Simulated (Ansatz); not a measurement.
# Binding across the interface in twisted silicene bilayer, 7.34° (244 atoms), part 2 of 3

Aim: the interaction energy between the two parts of twisted silicene bilayer, 7.34° (244 atoms) and its distance dependence.

Ansatz 0.2.0; Kohn-Sham DFT, PBEsol, PAW (set soft_2), plane waves.

So far. Step 2 (Single point at the start): The r.m.s. force at the start is 0.23 eV/Å. Step 3 (Relaxation): The relaxation was stopped at its limit after 30 steps, 42.0 eV below its start, with a largest force component of 0.26 eV/Å.

### Step 4. Single point at the relaxed geometry

The electronic structure is read at the final geometry, in a run of its own.

input.yaml reads:

```yaml
crystal:
  lattice:
    - [30.1476, 0.0, 0.0]
    - [-15.0738, 26.10859, 0.0]
    - [0.0, 0.0, 18.14]
  atoms:
    - { symbol: Si, position: [0.08114, 0.84863, 0.42459] }
    - { symbol: Si, position: [0.08986, 0.78779, 0.3499] }
    - { symbol: Si, position: [0.14509, 0.00878, 0.43701] }
    - { symbol: Si, position: [0.14572, 0.93411, 0.3964] }
    - { symbol: Si, position: [0.10586, 0.63682, 0.352] }
    - { symbol: Si, position: [0.11588, 0.57925, 0.43414] }
    [... 232 atom lines left out ...]
    - { symbol: Si, position: [0.57038, 0.02559, 0.61965] }
    - { symbol: Si, position: [0.56291, 0.94688, 0.58716] }
    - { symbol: Si, position: [0.65017, 0.17208, 0.58641] }
    - { symbol: Si, position: [0.6428, 0.09219, 0.55999] }
    - { symbol: Si, position: [0.63293, 0.93794, 0.58515] }
    - { symbol: Si, position: [0.62062, 0.85261, 0.57899] }
kpoints:
  mp_grid: { grid: [3, 3, 1] }
hamiltonian:
  xc: pbesol
scf:
  occupations: { method: fermi_dirac, width: 0.05 }
output:
  forces: true
  populations: true
  dos:
    method: { smearing: { sigma: 0.08 } }
    de: 0.1
    projected: { site_lists: { Si: [Si] } }
  eigenvalues: true
  write_density: true
  write_potential: true
  volumetric_format: npy
  elf: true
```

The run is started by

```bash
ansatz run input.yaml --threads 11 --pin off --max-ram 102400MiB --backend cuda --events-out ev --progress --plain --runs-dir out
```

Numbers of over 12 decimals in the logs are rounded to 6 here.

What it wrote:

```text
[...]
GPU FFT provider: cuFFT
GPU libraries: cuBLAS 13.8.2, cuFFT 12.4.0, cuSOLVER 12.3.4
Crystal: 244 atoms, lattice volume = 14278.199 Å³
Basis set: ecut = 420 eV, 279229 PW (Γ), exchange–correlation on 432×432×250 points (8 copies of the dense FFT grid, shifted against one another)
Bands: 732, of which v1, the nominal top of the filled ones, is band 488 counted from 1 (487 counted from 0)
Symmetry: 1 space group operations
[...]
k-points: 5 of 9 (time reversal used)
[...]
GPU buffer pool allocated for 5832000 grid points (all kernels)
[...]
SCF iter   1: F=—  HF=-151521.768463 eV  |F-HF|=—  |Δ(HF+E_count)|=         —  Δρ=2.67e-3  dr2=5.41e0  ethr=1.77e-3  ⟨swp⟩=7.4  Hψ=21694  notcnv=0  defer=682
[...]
SCF iter  13: F=-151521.134141 eV  HF=-151521.134141 eV  |F-HF|=1.26e-8  |Δ(HF+E_count)|=   1.68e-7  Δρ=3.51e-7  dr2=6.10e-8  ethr=1.02e-11  ⟨swp⟩=129.8  Hψ=42252  notcnv=0
SCF 1 converged in 13 iterations: F = -151521.134141 eV  dr2 = 6.10e-8
[...]
WARN: The output density's exchange-correlation potential varies sharply where the density is thin. Do not read a vacuum level from v_tot or v_xc, or from such a field of the output density. On a cell that repeats whose density bears no net charge and no dipole along the vacuum's axis use v_es (v_loc + v_h of the components); [...]
SCF converged after 13 iterations
Free energy (F): -151521.134141 eV
[...]
Internal energy: -151520.791447 eV  (E = F + TS)
E sigma→0 (E₀):  -151520.962794 eV
Entropy (-TS):   -0.342694 eV (-1.404 meV/atom)
Fermi energy:    -0.856863 eV
[...]
--- Forces (eV/Å), atoms counted from 1 ---
  atom   1  Si    -0.02207019     0.00653490     0.01056055
  atom   2  Si    -0.00254388    -0.01023910     0.01730383
  atom   3  Si     0.01180337     0.02920347    -0.02792119
  atom   4  Si    -0.01777405    -0.00673841     0.03542096
  atom   5  Si    -0.01083907     0.00190117     0.00568181
  atom   6  Si    -0.00408989    -0.00046041    -0.00619226
  atom   7  Si     0.02003476     0.01068487    -0.00017401
  atom   8  Si    -0.01725228     0.00169316     0.00870135
  atom   9  Si    -0.01373154    -0.01226012     0.03065623
  atom  10  Si     0.00488093    -0.00978543    -0.01408006
  atom  11  Si     0.00255593    -0.01046539     0.00879546
  atom  12  Si    -0.01177657    -0.00658877     0.01473598
  atom  13  Si    -0.00196383    -0.00206638    -0.01444397
  atom  14  Si    -0.00263560    -0.00246936     0.01851003
[...]
atom 243  Si    -0.00085528    -0.01710473    -0.01850202
  atom 244  Si    -0.00139495     0.01450959    -0.00231689
  max |Σ_I F_I| component: 7.36e-5 eV/Å
--- Band table (eV; the first three rows and the last of 5) ---
[...]
--- Löwdin populations: 244 sites ---
  site symbol       q [e]
     0     Si      3.9431
     1     Si      4.0758
     2     Si      3.9136
[...]
243     Si      3.9487
  spilling = 0.014700 (of n_electrons = 976.000000)
```

Elapsed: 2 min, on 1 × NVIDIA H100 80GB HBM3 with 11 threads of AMD EPYC 7R13 (Zen 3), shared host; peak memory 10 GiB; 3.1 min of CPU time.

The program notes that it cut back its work space to fit the memory limit and the exchange-correlation potential is rough where the density is thin.

Read from the output:

```yaml
free_energy: -151521.1341 eV
free_energy_per_atom: -620.9883 eV/atom
scf_cycles: 13
r_m_s_force_component: 0.02954 eV/Å
longest_force: 0.2692 eV/Å
fermi_energy: -0.8569 eV
levels_partly_filled_by_over_2_per_cent: 47
potential_in_mid_vacuum_over_the_fermi_level: 4.669 eV
potential_4p5_a_over_the_upper_face: 4.663 eV
potential_4p5_a_under_the_lower_face: 4.675 eV
spilling_of_the_projection: 0.0147
```

Neighbours are counted within 2.98 Å (Si-Si), the cutoffs taken from the relaxation.

Length of the force by element and coordination:

| element | coordination | atoms | mean length of the force (eV/Å) | spread | least | most |
| --- | --- | --- | --- | --- | --- | --- |
| Si | all | 244 | 0.0359 | 0.0365 | 0.0017 | 0.269 |
| Si | 3 | 37 | 0.0375 | 0.0316 | 0.0017 | 0.138 |
| Si | 4 | 126 | 0.0379 | 0.041 | 0.0031 | 0.269 |
| Si | 5 | 55 | 0.0391 | 0.0339 | 0.0065 | 0.154 |
| Si | 6 | 24 | 0.0173 | 0.0105 | 0.0047 | 0.049 |
| Si | 7 | 2 | 0.0133 | 0.007 | 0.0064 | 0.0203 |

The mean of these charges, 0.059 e, is only the charge that the projection spills.

Löwdin charges by element and coordination (they lack the spilled electrons, 0.059 e an atom on average):

```
element  coordination  atoms  mean charge (e)  spread    least   most
     Si           all    244           0.0588  0.0623  -0.0998  0.166
     Si             3     37          -0.0112  0.0633  -0.0998  0.132
     Si             4    126           0.0442  0.0465  -0.0409  0.151
     Si             5     55            0.102  0.0294   0.0333  0.166
     Si             6     24            0.138  0.0156    0.105  0.165
     Si             7      2            0.141   0.002    0.139  0.143
```

By region:

| region | atoms | mean length of the force (eV/Å) |
| --- | --- | --- |
| layer 1 | 122 | 0.035 |
| layer 2 | 122 | 0.037 |

Density of states as counts of states in windows of 1 eV (from the Fermi level), total and the larger projections:

```
from (eV)  to (eV)  total   Si p  Si s
      -13      -12   16.1    3.4  12.7
      -12      -11   37.9   11.3  26.4
      -11      -10   50.5   17.2  33.0
      -10       -9   63.7   20.0  43.4
       -9       -8   74.6   28.1  46.0
       -8       -7   60.2   26.4  33.3
       -7       -6   65.3   33.0  31.6
       -6       -5   64.9   38.3  25.8
       -5       -4   80.4   61.2  17.9
       -4       -3  132.2  115.7  14.3
       -3       -2  130.0  116.4  11.4
       -2       -1  116.2  103.0  10.5
       -1        0   85.3   71.7  10.9
        0        1   85.0   60.5  17.8
        1        2  128.0   86.6  26.4
```

The curve was stored every 0.100 eV, coarse against its broadening of 0.08 eV, so these counts are rough.

The levels nearest the highest filled one (over half full), pooled over k-points and spins:

```csv
level less the highest filled one (eV),occupation
-0.0387,1.61
-0.0217,1.49
-0.0055,1.36
-0.0021,1.33
-2.0e-4,1.31
0,1.31
0.0479,0.844
0.049,0.832
0.0516,0.808
0.0534,0.79
0.0554,0.771
0.111,0.342
```

Planar average of the electrostatic potential energy along the normal, with the Fermi level as zero, after a running mean with a triangular window 4 Å wide at its base:

```csv
height (Å),potential energy (eV)
0.0,4.67
0.6,4.67
1.0,4.67
1.6,4.67
2.0,4.68
2.6,4.68
3.0,4.67
3.6,4.64
4.1,4.56
4.6,4.25
5.1,3.69
5.7,2.21
6.2,-0.24
6.7,-2.37
7.3,-4.80
7.7,-5.92
8.3,-6.34
8.7,-6.21
9.3,-6.17
9.7,-6.33
10.3,-6.16
10.7,-5.31
11.3,-3.12
11.8,-0.99
12.3,1.66
12.9,3.41
13.4,4.11
13.9,4.50
14.4,4.60
14.9,4.65
15.4,4.66
16.0,4.66
16.4,4.66
17.0,4.67
17.4,4.67
18.0,4.67
```

Valence density in the ca plane at fractional y = 0.107, with atoms of Si within 0.2 Å of it. It is the smooth field of the valence electrons, not physical close to the nuclei.

Ten even steps from '0' (0.00 e/Å³) to '9' (0.48 e/Å³), each cell a mean:
```
0000000000000000001358986544689842100000000000000000
0000000000000000001246765434577642000000000000000000
0000000000000000001477776434567632100000000000000000
0000000000000000000123443334667864210000000000000000
0000000000000000000111111111122211100000000000000000
0000000000000000001366556544555421000000000000000000
0000000000000000002478767778667631000000000000000000
0000000000000000125656753235798521000000000000000000
0000000000000000013555543345667641000000000000000000
0000000000000000000001111111222210000000000000000000
0000000000000000000013454322122221000000000000000000
0000000000000000000136755765665466410000000000000000
0000000000000000012467986444699864200000000000000000
0000000000000000014664565567547631000000000000000000
0000000000000000000112211123344321000000000000000000
0000000000000000000012332211111110000000000000000000
0000000000000000000136766654565565310000000000000000
0000000000000000000024798644567776310000000000000000
0000000000000000000025775787876775200000000000000000
0000000000000000000012444333555653100000000000000000
0000000000000000011122211000111110000000000000000000
0000000000000000123688664222234443210000000000000000
0000000000000000012466553212357767631000000000000000
0000000000000000013467653211234543210000000000000000
```
Columns run along c (18.1 Å), rows up along a (30.1 Å). Atoms in or near the plane, at fractional coordinates: Si at (0.41, 0.44), Si at (0.45, 0.52), Si at (0.39, 0.67), Si at (0.43, 0.75), Si at (0.58, 0.21), Si at (0.59, 0.29), Si at (0.55, 0.43), Si at (0.59, 0.50).

Electrostatic potential energy in the ca plane at fractional y = 0.107, with atoms of Si within 0.2 Å of it. With pseudopotentials it is smooth inside the atoms' cores, unlike the true potential.

Ten even steps from '0' (-34 eV) to '9' (4 eV), each cell a mean:
```
9999999999999999999987545788766789999999999999999999
9999999999999999999986667888644689999999999999999999
9999999999999999999841015888655789999999999999999999
9999999999999999999998888987422578999999999999999999
9999999999999999999999999999999999999999999999999999
9999999999999999999863235888767899999999999999999999
9999999999999999999853225773001689999999999999999999
9999999999999999986211278987545789999999999999999999
9999999999999999998544689985111489999999999999999999
9999999999999999999999999999988999999999999999999999
9999999999999999999998766789999999999999999999999999
9999999999999999999985000178731014899999999999999999
9999999999999999998744457888754457899999999999999999
9999999999999999998521137871000589999999999999999999
9999999999999999999999999998777899999999999999999999
9999999999999999999999888999999999999999999999999999
9999999999999999999985100378853236899999999999999999
9999999999999999999998655688742236899999999999999999
9999999999999999999987200167621137899999999999999999
9999999999999999999999877888744458999999999999999999
9999999999999999999999999999999999999999999999999999
9999999999999999998753347999988778899999999999999999
9999999999999999999864468999985101689999999999999999
9999999999999999998777789999887788999999999999999999
```
Columns run along c (18.1 Å; values clipped at the 3rd and 97th percentile), rows up along a (30.1 Å). Atoms in or near the plane, at fractional coordinates: Si at (0.41, 0.44), Si at (0.45, 0.52), Si at (0.39, 0.67), Si at (0.43, 0.75), Si at (0.58, 0.21), Si at (0.59, 0.29), Si at (0.55, 0.43), Si at (0.59, 0.50).

No gap is quoted, since levels at the Fermi energy are partly filled. Löwdin charges run from -0.10 to +0.17 e, about a mean that is the spilled charge alone. Within 0.4 eV of the Fermi level the largest share is Si p (81 % of the projected weight). The potential stands 4.66 eV above the Fermi level over the upper face and 4.68 eV under the lower one, a reading of the work function, with no dipole correction.

### Step 5. The lower part alone

The lower part (layer 1) is solved alone, atoms held, in the same cell.

input.yaml reads:

```yaml
crystal:
  lattice:
    - [30.1476, 0.0, 0.0]
    - [-15.0738, 26.10859, 0.0]
    - [0.0, 0.0, 18.14]
  atoms:
    - { symbol: Si, position: [0.08114, 0.84863, 0.42459] }
    - { symbol: Si, position: [0.08986, 0.78779, 0.3499] }
    - { symbol: Si, position: [0.14509, 0.00878, 0.43701] }
    - { symbol: Si, position: [0.14572, 0.93411, 0.3964] }
    - { symbol: Si, position: [0.10586, 0.63682, 0.352] }
    - { symbol: Si, position: [0.11588, 0.57925, 0.43414] }
    [... 110 atom lines left out ...]
    - { symbol: Si, position: [0.04158, 0.49738, 0.4485] }
    - { symbol: Si, position: [0.04771, 0.42173, 0.44801] }
    - { symbol: Si, position: [0.98598, 0.13672, 0.44141] }
    - { symbol: Si, position: [0.99074, 0.06946, 0.38936] }
    - { symbol: Si, position: [0.06206, 0.29205, 0.4398] }
    - { symbol: Si, position: [0.05558, 0.21484, 0.39801] }
kpoints:
  mp_grid: { grid: [3, 3, 1] }
hamiltonian:
  xc: pbesol
scf:
  occupations: { method: fermi_dirac, width: 0.05 }
output:
  forces: true
  eigenvalues: true
  write_density: true
  write_potential: true
  volumetric_format: npy
```

What it wrote:

```text
[...]
GPU FFT provider: cuFFT
GPU libraries: cuBLAS 13.8.2, cuFFT 12.4.0, cuSOLVER 12.3.4
Crystal: 122 atoms, lattice volume = 14278.199 Å³
Basis set: ecut = 420 eV, 279229 PW (Γ), exchange–correlation on 432×432×250 points (8 copies of the dense FFT grid, shifted against one another)
Bands: 366, of which v1, the nominal top of the filled ones, is band 244 counted from 1 (243 counted from 0)
Symmetry: 1 space group operations
[...]
k-points: 5 of 9 (time reversal used)
[...]
GPU buffer pool allocated for 5832000 grid points (all kernels)
[...]
GPU projectors: on the FFT box's points about the atoms, with room for 940132 of them (8 bands a pass); a geometry past the room, sums that fail their trial, or a want of GPU memory keeps the tables, and a block in half precision can take them where they are the faster
[...]
SCF iter   1: F=—  HF=-75715.486583 eV  |F-HF|=—  |Δ(HF+E_count)|=         —  Δρ=2.06e-3  dr2=2.12e0  ethr=1.77e-3  ⟨swp⟩=7.0  Hψ=9348  notcnv=0  defer=279
[...]
SCF iter  11: F=—  HF=-75715.283805 eV  |F-HF|=—  |Δ(HF+E_count)|=   3.59e-7  Δρ=4.72e-7  dr2=1.06e-7  ethr=1.15e-10  ⟨swp⟩=2.0  Hψ=2544  notcnv=0  defer=354
SCF iter  12: F=-75715.283805 eV  HF=-75715.283805 eV  |F-HF|=5.71e-8  |Δ(HF+E_count)|=   1.25e-7  Δρ=2.24e-7  dr2=1.77e-8  ethr=2.05e-11  ⟨swp⟩=28.8  Hψ=17874  notcnv=0
SCF 1 converged in 12 iterations: F = -75715.283805 eV  dr2 = 1.77e-8
[...]
SCF converged after 12 iterations
Free energy (F): -75715.283805 eV
[...]
Internal energy: -75715.102522 eV  (E = F + TS)
E sigma→0 (E₀):  -75715.193164 eV
Entropy (-TS):   -0.181283 eV (-1.486 meV/atom)
Fermi energy:    -2.833684 eV
[...]
Σ components = -75715.283805   (vs F -75715.283805, Δ=0.00e0)
--- Forces (eV/Å), atoms counted from 1 ---
  atom   1  Si    -0.47870044     1.12578252    -0.33879141
  atom   2  Si    -0.39348526    -0.10161854     0.93173277
  atom   3  Si    -0.20543089     0.28140923    -0.00715454
  atom   4  Si     0.12697806     0.03245928     0.66164601
[...]
atom 122  Si    -0.00504256     0.26818640     0.96073653
  max |Σ_I F_I| component: 5.42e-5 eV/Å
--- Band table (eV; the first three rows and the last of 5) ---
[...]
```

Run time: 34 s. Hardware: 1 × NVIDIA H100 80GB HBM3 with 11 threads; peak memory 3.6 GiB; 53 s of CPU time.

### Step 6. The upper part alone

The upper part (layer 2) is solved alone in the same way.

input.yaml, the sections that differ from step 5:

```yaml
crystal:
  lattice:
    - [30.1476, 0.0, 0.0]
    - [-15.0738, 26.10859, 0.0]
    - [0.0, 0.0, 18.14]
  atoms:
    - { symbol: Si, position: [0.75172, 0.77858, 0.55733] }
    - { symbol: Si, position: [0.74972, 0.69899, 0.54419] }
    - { symbol: Si, position: [0.74133, 0.54579, 0.59206] }
    - { symbol: Si, position: [0.73438, 0.4681, 0.54936] }
    - { symbol: Si, position: [0.82069, 0.69503, 0.59535] }
    - { symbol: Si, position: [0.81599, 0.61929, 0.54891] }
    [... 110 atom lines left out ...]
    - { symbol: Si, position: [0.57038, 0.02559, 0.61965] }
    - { symbol: Si, position: [0.56291, 0.94688, 0.58716] }
    - { symbol: Si, position: [0.65017, 0.17208, 0.58641] }
    - { symbol: Si, position: [0.6428, 0.09219, 0.55999] }
    - { symbol: Si, position: [0.63293, 0.93794, 0.58515] }
    - { symbol: Si, position: [0.62062, 0.85261, 0.57899] }
# kpoints, hamiltonian, scf, output: as in step 5
```

What it wrote:

```text
[...]
GPU FFT provider: cuFFT
GPU libraries: cuBLAS 13.8.2, cuFFT 12.4.0, cuSOLVER 12.3.4
Crystal: 122 atoms, lattice volume = 14278.199 Å³
Basis set: ecut = 420 eV, 279229 PW (Γ), exchange–correlation on 432×432×250 points (8 copies of the dense FFT grid, shifted against one another)
Bands: 366, of which v1, the nominal top of the filled ones, is band 244 counted from 1 (243 counted from 0)
Symmetry: 1 space group operations
[...]
k-points: 5 of 9 (time reversal used)
[...]
GPU buffer pool allocated for 5832000 grid points (all kernels)
[...]
SCF iter   1: F=—  HF=-75716.423124 eV  |F-HF|=—  |Δ(HF+E_count)|=         —  Δρ=2.03e-3  dr2=1.91e0  ethr=1.77e-3  ⟨swp⟩=7.0  Hψ=9555  notcnv=0  defer=283
[...]
SCF iter  12: F=-75716.249177 eV  HF=-75716.249177 eV  |F-HF|=6.90e-8  |Δ(HF+E_count)|=   7.16e-8  Δρ=3.47e-7  dr2=4.89e-8  ethr=2.05e-11  ⟨swp⟩=29.0  Hψ=18558  notcnv=0
SCF 1 converged in 12 iterations: F = -75716.249177 eV  dr2 = 4.89e-8
[...]
SCF converged after 12 iterations
Free energy (F): -75716.249177 eV
[...]
Internal energy: -75716.087291 eV  (E = F + TS)
E sigma→0 (E₀):  -75716.168234 eV
Entropy (-TS):   -0.161886 eV (-1.327 meV/atom)
Fermi energy:    -2.844638 eV
[...]
--- Forces (eV/Å), atoms counted from 1 ---
  atom   1  Si     0.21798169    -0.04950286     0.57911138
  atom   2  Si    -0.06928393     0.17022037     0.77808639
  atom   3  Si    -0.19204687    -0.00205654    -1.19693302
  atom   4  Si     0.01409264     0.23222434     1.24744007
  atom   5  Si    -0.10612504     0.01136626    -0.99714409
  atom   6  Si     0.13460270     0.10715232     1.16860193
  atom   7  Si     0.44432966     0.02685500    -0.23691996
  atom   8  Si     0.05974924    -0.01721002     0.10194578
  atom   9  Si     0.22166186    -0.01848416    -1.27093796
  atom  10  Si    -0.07460144    -0.33651494     1.04807283
  atom  11  Si     0.25825048     0.02925007    -1.35829623
  atom  12  Si     0.22074895     0.06019731     1.15409760
  atom  13  Si     0.43495728    -0.15453486    -1.19276912
  atom  14  Si     0.10951241     0.30092648     1.06291319
[...]
atom 121  Si     0.48555094    -0.43155840    -0.03126980
  atom 122  Si    -0.19053250     0.67489935     1.15416338
  max |Σ_I F_I| component: 3.56e-5 eV/Å
--- Band table (eV; the first three rows and the last of 5) ---
[...]
```

The job ended after 34 s (1 × NVIDIA H100 80GB HBM3 with 11 threads; peak memory 3.6 GiB; 49 s of CPU time).

The whole (-151521.134 eV) less the lower (-75715.284 eV) and the upper part (-75716.249 eV) leaves -89.601 eV.

[end of part 2 of 3]

[Logs are printed without paths, hosts, clocks, repeated set-up lines and the standing remarks that a program may print on its own settings, such as how far it seeks lower states.]

[Hosts, paths, dates, database ids (printed as entryN), source tags and the programs' standing remarks are cut or masked in the printed files.]
